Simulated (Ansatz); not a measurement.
## V2O5 — quadrupolar parameters

The cell is a diffraction structure from the COD, its atoms then relaxed with PBE in this cell.

Space group Pmmn:1 (No. 59); a = 3.5640, b = 11.5120, c = 4.3680 Å.

```csv
site,Wyckoff,site symmetry,x,y,z
V,4e,m..,0.0000,0.8515,0.1133
O5,4e,m..,0.0000,0.8550,0.4759
O9,4e,m..,0.0000,0.6809,0.9947
O13,2a,mm2,0.0000,0.0000,0.0017
```

One atom of each set is listed.

The numbers come from a DFT calculation in Ansatz (r2SCAN, plane waves and PAW, scalar-relativistic, 500 eV cutoff, Γ-centred 7×2×6 k-points, Fermi–Dirac smearing 0.02 eV).

C_Q = eQV_zz/h, which is 24.18 MHz for Q = 1 b and V_zz = 10²¹ V/m²; η = (V_xx − V_yy)/V_zz.

⁵¹V: I = 7/2, Q = -52.00 mb; O-17: I = 5/2, Q = -25.58 mb. Quadrupole moments are those of Pyykkö's year-2017 table.

**Question.** Give the quadrupolar parameters of the distinct sites.

**Answer.** 

| site | atoms | first shell | V_xx, V_yy, V_zz (10²¹ V/m²) | η | C_Q (MHz) |
| --- | --- | --- | --- | --- | --- |
| V | 4 | 5 O at 1.58–2.03 Å | -0.011, -0.53, 0.54 | 0.96 | -0.683 |
| O5 | 4 | 1 V at 1.58 Å | 0.018, 0.81, -0.83 | 0.96 | 0.512 |
| O9 | 4 | 3 V at 1.88–2.03 Å | 0.69, 4.55, -5.24 | 0.74 | 3.24 |
| O13 | 2 | 2 V at 1.78 Å, angle 148° | 2.76, 3.38, -6.14 | 0.10 | 3.80 |

At O13 V_zz points along the bisector of its two bonds (within 1°).

The largest force is 0.6 eV/Å, so the atoms aren't at the calculated equilibrium and relaxing them would move these values. Where η is near 1 the sign of V_zz means little.
